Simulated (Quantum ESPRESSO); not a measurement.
## ZrS under changes of volume

One of the cells (18.088 Å³/atom); the others are scaled copies at fixed shape and fractional positions:

```
Zr S
1.0
     0.00000    2.62500    2.62500
     2.62500    0.00000    2.62500
     2.62500    2.62500    0.00000
Zr S
1 1
Direct
  0.00000 0.00000 0.00000
  0.50000 0.50000 0.50000
```

```yaml
Program: Quantum ESPRESSO 7.5
Functional: PBEsol
Potentials_or_basis: GBRV 1.5 PBEsol
Cutoff: 612 eV
Density_cutoff: 4898 eV
k_mesh: 9 × 9 × 9
Occupations: fermi-dirac, width 0.05 eV
Spin: no spin polarisation
```

```csv
volume (Å³/atom),energy over the lowest point (meV/atom),pressure (GPa)
17.003,0.53,1.9
17.364,0.00,-1.3
17.726,6.19,-4.1
18.088,18.38,-6.6
18.450,35.91,-8.8
18.811,58.19,-10.8
19.173,?,?
```

What does the run at 19.173 Å³/atom give?

Energy over the lowest point 84.71 meV/atom; pressure -12.6 GPa.

Worked out: A Birch-Murnaghan fit of order 3 (a polynomial in V^(-2/3)) to the other rows has its minimum at 17.21 Å³/atom with B0 = V·E''(V) = 148 GPa and B' = 4.4. It gives 84.79 meV/atom at 19.173 Å³/atom, against the run's 84.71, and -dE/dV = -12.7 GPa, against -12.6.

Energies are extrapolated to zero smearing.
